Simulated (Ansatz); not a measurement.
Frozen-phonon scan for ZrO2 (baddeleyite type, space group P2_1/c)

Relaxed ZrO$_{2}$ (baddeleyite type, space group P2_1/c):

```
CELL_PARAMETERS angstrom
      5.18987     0.00000     0.00000
      0.00000     5.24188     0.00000
     -0.90466     0.00000     5.30184
ATOMIC_POSITIONS crystal
  Zr 0.27576 0.04379 0.21002
  Zr 0.72424 0.54379 0.28998
  Zr 0.72424 0.95621 0.78998
  Zr 0.27576 0.45621 0.71002
  O  0.06497 0.32630 0.35005
  O  0.93503 0.82630 0.14995
  O  0.93503 0.67370 0.64995
  O  0.06497 0.17370 0.85005
  O  0.45100 0.75674 0.47552
  O  0.54900 0.25674 0.02448
  O  0.54900 0.24326 0.52448
  O  0.45100 0.74326 0.97552
```

The atoms are displaced by Q × the pattern below (from a DFPT mode at Γ, largest move 1; Q in Å), at fixed cell.

```
atom       x       y       z
----  ------  ------  ------
Zr1   -0.262   0.022  -0.088
Zr2   -0.262  -0.022  -0.088
Zr3   -0.262   0.022  -0.088
Zr4   -0.262  -0.022  -0.088
O5     0.667   0.363   0.650
O6     0.667  -0.363   0.650
O7     0.667   0.363   0.650
O8     0.667  -0.363   0.650
O9     0.827  -0.527  -0.150
O10    0.827   0.527  -0.150
O11    0.827  -0.527  -0.150
O12    0.827   0.527  -0.150
```

Computed with PBE (plane waves to 420 eV, PAW, scalar-relativistic; Ansatz, an electronic-structure program). k mesh 5×5×5 (Γ-centred), Fermi-Dirac smearing 0.05 eV. E stands for the smeared free energy. Stress and pressure are positive under compression. ZrO2 is run without spin polarisation. ZrO2 was relaxed with its symmetry unable to fall. ΔE is measured from the undisplaced structure.

| Q (Å) | ΔE (eV/cell) | −dE/dQ from forces (eV/Å) | P (GPa) |
|---|---|---|---|
| -0.280 | 2.426 | 20.681 | 12.5 |
| -0.233 | 1.585 | 15.525 | 8.6 |
| -0.187 | 0.963 | 11.303 | 5.4 |
| -0.140 | 0.519 | 7.827 | 3.0 |
| -0.093 | 0.223 | 4.909 | 1.3 |
| -0.047 | 0.055 | 2.362 | 0.3 |
| 0.000 | 0.000 | 0.000 | 0.0 |
| 0.047 | 0.055 | -2.362 | 0.3 |
| 0.093 | 0.223 | -4.909 | 1.3 |
| 0.140 | 0.519 | -7.827 | 3.0 |
| 0.187 | 0.963 | -11.303 | 5.4 |
| 0.233 | 1.585 | -15.525 | 8.6 |
| 0.280 | 2.426 | -20.681 | 12.5 |

Key numbers:

- Energy at Q = 0.280 Å: 2426 meV/cell
- Space group of the distorted cell: Pc (No. 7), lowered from P2_1/c
- Symmetry of the curve: even: the same for both signs
- Shape of the curve: a single well with its minimum at or next to zero displacement
- Harmonic wavenumber from the curvature (finite differences): 296 cm⁻¹
- Wavenumber by perturbation theory (DFPT, on another k mesh): 296 cm⁻¹

(A displaced cell: forces are minus the slopes of the energy, force constants its curvatures, and phonons follow from these.)
